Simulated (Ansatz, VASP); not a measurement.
## One calculation of Zn, two programs

INCAR

```
SYSTEM = Zn
PREC = Accurate
ENCUT = 520
EDIFF = 1E-7
ISMEAR = -1
SIGMA = 0.05
LREAL = .FALSE.
LASPH = .TRUE.
NELM = 80
ALGO = Normal
ISIF = 2
LWAVE = .FALSE.
LCHARG = .FALSE.
GGA = PE
NBANDS = 12
```

File KPOINTS:

```
regular mesh
0
G
  15 15 15
  0 0 0
```

The input POSCAR:

```
Zn
1.0
    0.0000000000      1.9303564475      1.9303564475
    1.9303564475      0.0000000000      1.9303564475
    1.9303564475      1.9303564475      0.0000000000
Zn
1
Direct
    0.0000000000      0.0000000000      0.0000000000
```

Input for Ansatz:

```yaml
crystal:
  lattice:
    - [0.0, 1.9303564475, 1.9303564475]
    - [1.9303564475, 0.0, 1.9303564475]
    - [1.9303564475, 1.9303564475, 0.0]
  atoms:
    - { symbol: Zn, position: [0.0, 0.0, 0.0] }
kpoints:
  mp_grid: { grid: [15, 15, 15] }
scf:
  occupations: { method: fermi_dirac, width: 0.05 }
hamiltonian:
  xc: pbe
  pseudopotentials: { kind: all_electron, lapw: { basis_error: 0.0005 } }
output:
  forces: true
  stress: true
  eigenvalues: true
```

Change from the starting cell: volume scaled by 0.95.

Alike in both runs: task single point; functional PBE; k mesh 15 × 15 × 15; occupations fermi-dirac, width 0.05 eV; no spin polarisation.

|  | VASP | Ansatz |
| --- | --- | --- |
| version | VASP 6.6.1 | Ansatz 0.2.0 |
| potentials or method | VASP PAW PBE potentials, release 64 (Zn) | all-electron LAPW, scalar-relativistic |
| plane-wave cutoff (eV) | 520 | see its input |

VASP gave:

* pressure (GPa): 4.5

Q: Estimate Ansatz's values.

A: Pressure (GPa): 4.1.

Ansatz ran all-electron here, so the differences hold the error of VASP's frozen core and of both bases.
